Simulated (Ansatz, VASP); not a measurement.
This is a calculation of Al for VASP 6.6.1.

File INCAR:

```
SYSTEM = Al
  ALGO = Normal
  EDIFF = 1E-7
  ENCUT = 520
  GGA = PS
  ISIF = 2
  ISMEAR = -1
  LASPH = .True.
  LCHARG = .False.
  LREAL = .False.
  LWAVE = .False.
  NBANDS = 10
  NELM = 60
  PREC = Accurate
  SIGMA = 0.05
```

Contents of KPOINTS:

```
k-points
0
Gamma
  11 11 6
  0 0 0
```

Contents of POSCAR:

```
Al
1.0
    2.8676155389      0.0000000000      0.0000000000
   -1.4338077694      2.4834279049      0.0000000000
    0.0000000000      0.0000000000      4.9623026648
Al
2
Direct
    0.3333333333      0.6666666667      0.2500000000
    0.6666666667      0.3333333333      0.7500000000
```

Potentials or basis: VASP PAW PBE potentials, release 64 (Al).

The run is started by

```console
$ cat potpaw_PBE.64/Al/POTCAR > POTCAR
$ mpirun -np 1 vasp_std > vasp.out
```

Task: Translate it to Ansatz 0.2.0. Potentials there: Ansatz PAW.

Result: As run (the cutoff follows the program's own potentials):

Contents of input.yaml:

```yaml
crystal:
  lattice:
    - [2.8676155389, 0.0, 0.0]
    - [-1.4338077694, 2.4834279049, 0.0]
    - [0.0, 0.0, 4.9623026648]
  atoms:
    - { symbol: Al, position: [0.3333333333, 0.6666666667, 0.25] }
    - { symbol: Al, position: [0.6666666667, 0.3333333333, 0.75] }
hamiltonian:
  xc: pbesol
  pseudopotentials: { kind: paw }
kpoints:
  mp_grid: { grid: [11, 11, 6] }
scf:
  occupations: { method: fermi_dirac, width: 0.05 }
output:
  forces: true
  stress: true
  eigenvalues: true
```

Potentials or basis: Ansatz PAW.

Run with:

```bash
$ ansatz run input.yaml --threads 1 --pin off --max-ram 3584MiB --backend cpu --events-out ev --progress --plain --runs-dir out
```

Both were run:

|  | VASP | Ansatz | Ansatz less VASP |
| --- | --- | --- | --- |
| gap on the k mesh at the Fermi level (eV) | none | none | - |
| pressure (GPa) | -5.1 | -5.1 | -0.04 |
| largest component of the traceless stress (GPa) | 2.27 | 2.26 | -0.011 |

A gap of «none» marks a metal or a gap that the smearing closes.

Caveats: the PAW data sets were made with another functional, which shifts forces and pressure a little (VASP); the PAW data sets come from PBE, with cores solved anew for the run's functional, which leaves a small shift of forces and pressure (Ansatz).
